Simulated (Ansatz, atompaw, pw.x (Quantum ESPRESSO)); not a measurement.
**Equation-of-state test of one PAW (atompaw) potential (Ga (Z = 31))**

Ga (Z = 31), PAW, made with atompaw 4.2.0.5 (PBEsol, scalar-relativistic). Core [Ar] 3d10, reference 4s2 4p1. Waves: 4s (bound): rc 3.00 bohr; 4s channel at -0.2 Ry: rc 3.00 bohr; 4p (bound): rc 3.00 bohr; 4p channel at 1.6 Ry: rc 3.00 bohr. Local part: bessel scheme, radius 2.42 bohr. Core correction: smooth core density matched at 2.20 bohr. Augmentation charge: besselshape compensation charge, radius 2.70 bohr; PAW radius 3.00 bohr; waves and projectors: custom rrkj vanderbiltortho.

Atomic tests: cutoffs needed: 6 Ry and 6 Ry (the cutoffs (Ry, on a coarse ladder) from which the occupation-weighted sum of valence levels, in a spherical-Bessel basis at the reference potential, stays within 10 and 1 mRy of its value at 400 Ry); ghost test: no extra level below or beside the all-electron valence levels (s, p, d, f tested) (spherical-Bessel basis up to 400 Ry, 20 bohr box); lowest eigenvalue of the overlap operator: 0.48 (s channel).

Crystal test: fcc Ga in pw.x 7.5, no spin, 14³ k-points, Fermi–Dirac smearing 0.01 Ry, cutoffs 40/400 Ry. The reference is all-electron LAPW (Ansatz 0.2.0) with the same functional, mesh and smearing; V0 and B0 come from Birch–Murnaghan fits to the pressures at five volumes. Errors are pseudo minus all-electron; Δ is the rms difference of the E(V) curves that follow from these fits, minima aligned, over ±6 % about the mean V0. Mesh and smearing are coarse, so the numbers serve the comparison and aren't converged zero-temperature values; the lattice is a test structure that the element need not adopt.

| V (Å³/atom) | P all-electron (GPa) | P pseudo (GPa) |
| --- | --- | --- |
| 16.831 | 3.59 | -7.66 |
| 17.274 | 1.70 | -8.64 |
| 17.717 | 0.07 | -9.45 |
| 18.160 | -1.33 | -10.11 |
| 18.603 | -2.55 | -10.65 |

All-electron: a0 = 4.140 Å (V0 = 17.74 Å³/atom), B0 = 60.2 GPa.

Pseudopotential: mean pressure error (GPa): -9.60. The pressure does not cross zero within the volumes sampled, so no fit is given. The largest radius (3.00 bohr) exceeds half the bond length (2.76 bohr), so the spheres overlap, which is one possible source of error among others. This is a poor potential for the solid.

Question: At the middle volume, how do free energy and pressure move when the wave cutoff is lowered (ecutrho held at 400 Ry)?

Answer:

```csv
cutoff (Ry),shift of F (meV/atom),shift of P (GPa)
18,+0.1,-0.00
24,+0.0,-0.00
32,+0.0,+0.00
```

The 8 pw.x runs together took about 31 s on one core of a shared server CPU.
